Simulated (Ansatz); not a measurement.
PbSe (Clausthalite):

```xyz
2
Lattice="0.0000 3.0606 3.0606 3.0606 0.0000 3.0606 3.0606 3.0606 0.0000" Properties=species:S:1:pos:R:3 pbc="T T T"
Pb    0.0000    0.0000    0.0000
Se    3.0606    3.0606    3.0606
```

| Quantity | Value |
| --- | --- |
| Program | Ansatz 0.2.0 |
| Task | relaxation of cell and atoms |
| Functional | HF |
| Potentials or basis | Ansatz PAW |
| Cutoff | 420 eV (not typed: the program's choice for these potentials) |
| k mesh | 4 × 4 × 4 |
| Occupations | fermi-dirac, width 0.05 eV |
| Spin | no spin polarisation |

At the start: volume 28.67 Å³/atom.

Problem. How do energy, volume and symmetry change on relaxing?

Solution. It ends after 6 steps and the volume is 32.87 Å³/atom (+14.7 %); space group Fm-3m (No. 225, to 0.05 Å).

Step by step:
```csv
step,energy change (eV),largest force (eV/Å),volume (Å³)
1,0.0000,0.0000,57.34
2,-0.1831,0.0000,66.14
3,-0.1834,0.0000,65.85
4,-0.1858,0.0000,65.85
5,-0.1859,0.0000,65.75
6,-0.1858,0.0000,65.75
```

Final structure:
```
Pb Se
1.0
     0.00000    3.20345    3.20345
     3.20345    0.00000    3.20345
     3.20345    3.20345    0.00000
Pb Se
1 1
Direct
  0.00000 0.00000 0.00000
  0.50000 0.50000 0.50000
```

Caveat: the k mesh is coarse (spacing up to 0.44 Å⁻¹), so the values aren't converged, least of all with exact exchange; the plane-wave basis is chosen anew once the cell has moved, so the energies of steps on either side of that aren't comparable; the volume moved by +15 % from the deposited cell, more than functionals usually miss; the PAW data sets come from PBE, with cores solved anew for the run's functional, which leaves a small shift of forces and pressure.
